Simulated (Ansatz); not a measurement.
**Sr: how the free axis answers a strain**

Sr, Fm-3m, a = 5.916 Å. Ansatz: PBEsol, PAW, 420 eV, Γ-centred 12×12×10 mesh on 2 atoms, Gaussian smearing 0.10 eV; no spin polarisation. Series: uniaxial strain along a, with b, c and atoms relaxed; x is the strain in per cent. The axes a, b, c are those of the computed cell (4.183, 4.183, 5.916 Å), along [1 1 0], [-1 1 0], [0 0 1] of the cell named above. y is the change of c in per cent of 5.916 Å.

```tsv
x (%)	y (%)
-3.0	?
-2.0	1.72
-1.0	0.83
0.0	0.00
1.0	-1.06
2.0	-2.07
3.0	-3.12
```

Q: Fit y = c1 x + c2 x² to the other rows, say what c1 measures, and predict the missing y.

A: Least squares on the rows shown. y = −0.9363 x − 0.03852 x². So −c1 = 0.936 is Poisson's ratio for this pair of axes, over the isotropic limit of 0.5, which a direction in an anisotropic crystal may pass. Along b the same runs (not shown) give -0.37: b grows with the strained axis. At x = -3.0 the fit asked for gives 2.46 %. The run gave 2.58 %, so the fit is 0.12 % too low, 2.1 % of the span of the series, against an rms of 0.05 % on the fitted rows. The row lies outside the fitted range. With a term in x³ added, a fit to the same known rows predicts 2.30 %, further off still.